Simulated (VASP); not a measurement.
# Au: single point with r2SCAN

Crystal: Au.

```xyz
1
Lattice="-1.4169 1.4169 2.1941 1.4169 -1.4169 2.1941 1.4169 1.4169 -2.1941" Properties=species:S:1:pos:R:3 pbc="T T T"
Au    0.0000    0.0000    0.0000
```

The cell was built by a generator and needn't be a form met in nature.

```
Program             : VASP 6.6.1
Task                : single point
Functional          : r2SCAN
Potentials or basis : VASP PAW PBE potentials, release 64 (Au)
Cutoff              : 520 eV
k mesh              : 8 × 8 × 8
Occupations         : gaussian, width 0.1 eV
Spin                : no spin polarisation
```

- Pressure: 0.4 GPa
- Band gap on the k mesh: none (metal or under the smearing width)

Stress tensor (GPa, compression positive):
```
0.26 0.00 0.00
0.00 0.26 0.00
0.00 0.00 0.59
```

Levels at points of the mesh, in eV from the Fermi level:
| k point | band 3 | band 4 | band 5 | band 6 | band 7 | band 8 | band 9 | band 10 |
| --- | --- | --- | --- | --- | --- | --- | --- | --- |
| (0.00, 0.00, 0.00) | -4.53 | -4.53 | -3.87 | -2.99 | 15.42 | 18.30 | 19.62 | 19.62 |
| (0.50, 0.00, 0.00) | -4.52 | -2.39 | -2.07 | -0.69 | 2.97 | 14.21 | 17.18 | 18.71 |
| (0.50, 0.50, 0.00) | -2.35 | -2.25 | -1.54 | 1.75 | 6.43 | 9.87 | 9.88 | 17.28 |
| (0.50, 0.50, 0.50) | -2.24 | -1.96 | -1.96 | 0.30 | 4.26 | 11.49 | 11.49 | 18.63 |

It took 15 s on 1 thread of Intel(R) Xeon(R) 6975P-C (Granite Rapids), on a shared host, peak memory 0.14 GiB.

Caveat: the k mesh is coarse (spacing up to 0.39 Å⁻¹), so the values aren't converged; the PAW data sets were made with another functional, which shifts forces and pressure a little. The run has no spin-orbit coupling, so splittings on Au are missing.
